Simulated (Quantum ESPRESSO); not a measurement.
Runs of Quantum ESPRESSO 7.5 on HfO2. It takes space group P4_2/nmc (No. 137, tetragonal). Conventional cell: a = 3.558 Å, b = 3.558 Å, c = 5.172 Å, α = 90.00°, β = 90.00°, γ = 90.00°. Hf (site symmetry -4m2) is surrounded by 4 O at 2.05 Å. O (site symmetry 2mm) has 2 Hf at 2.05 Å as nearest neighbours. Measurements of this composition are mostly on another form, of space group No. 14.

| level | potentials or basis | k mesh | form of the LDA correlation | mesh quality | pressure (GPa) | largest force (eV/Å) |
| --- | --- | --- | --- | --- | --- | --- |
| AM05 | GBRV 1.5 PBE | 6 × 6 × 4, shifted | - | not flagged | 0.9 | 0.07 |
| LDA | GBRV 1.5 LDA | 8 × 8 × 6, shifted | PZ81 | not flagged | -6.3 | 0.04 |
| LDA | GBRV 1.5 LDA | 10 × 10 × 6, shifted | PZ81 | not flagged | -6.3 | 0.04 |
| PBE | GBRV 1.5 PBE | 6 × 6 × 4, shifted | - | not flagged | (b) | 0.14 |
| LDA | GBRV 1.5 LDA | 2 × 2 × 2, shifted | PZ81 | coarse | -7.4 | (a) |

Alike in all rows: task dielectric tensor; no spin polarisation; cell as given; cutoff (eV) 612; smearing fermi-dirac 0.05 eV.

Estimate the missing entries.

(a) 0.08; (b) 8.2.

Caveats: some runs use coarse meshes; the cell is more than 3 GPa from zero pressure, which shifts response properties (some runs); the potentials were made for another functional, which shifts forces and pressure (some runs).
